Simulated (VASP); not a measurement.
# TiTe2 under changes of volume

One of the cells (27.295 Å³/atom); the others are scaled copies at fixed shape and fractional positions:

```
CELL_PARAMETERS angstrom
3.80201 0.00000 0.00000
-1.90101 3.29264 0.00000
0.00000 0.00000 6.54103
ATOMIC_POSITIONS crystal
Te 0.33333 0.66667 0.73720
Te 0.66667 0.33333 0.26280
Ti 0.00000 0.00000 0.00000
```

```yaml
Program: VASP 6.6.1
Functional: PBE
Potentials_or_basis: VASP PAW PBE potentials, release 64 (Te, Ti_sv)
Cutoff: 520 eV
k_mesh: 8 × 8 × 4
Occupations: fermi-dirac, width 0.05 eV
Spin: no spin polarisation
```

```csv
volume (Å³/atom),energy over the lowest point (meV/atom),pressure (GPa),largest force (eV/Å)
25.154,31.86,5.5,0.588
25.689,16.35,3.8,0.387
26.225,6.21,2.3,0.198
27.295,0.00,-0.3,0.143
27.830,3.04,-1.5,0.296
28.365,?,?,?
```

**Question.** What does the run at 28.365 Å³/atom give?

**Answer.** Energy over the lowest point 9.65 meV/atom; pressure -2.5 GPa; largest force 0.440 eV/Å.

Worked out: A Birch-Murnaghan fit of order 3 (a polynomial in V^(-2/3)) to the other rows has its minimum at 27.14 Å³/atom with B0 = V·E''(V) = 62 GPa and B' = 4.1 at fixed shape and positions, which overstates the stiffness. It gives 9.64 meV/atom at 28.365 Å³/atom, against the run's 9.65, and -dE/dV = -2.5 GPa, against -2.5.

Energies are extrapolated to zero smearing.

Caveats: this functional lacks dispersion, which binds the layers, so the pressure and a relaxed spacing across them are unreliable.
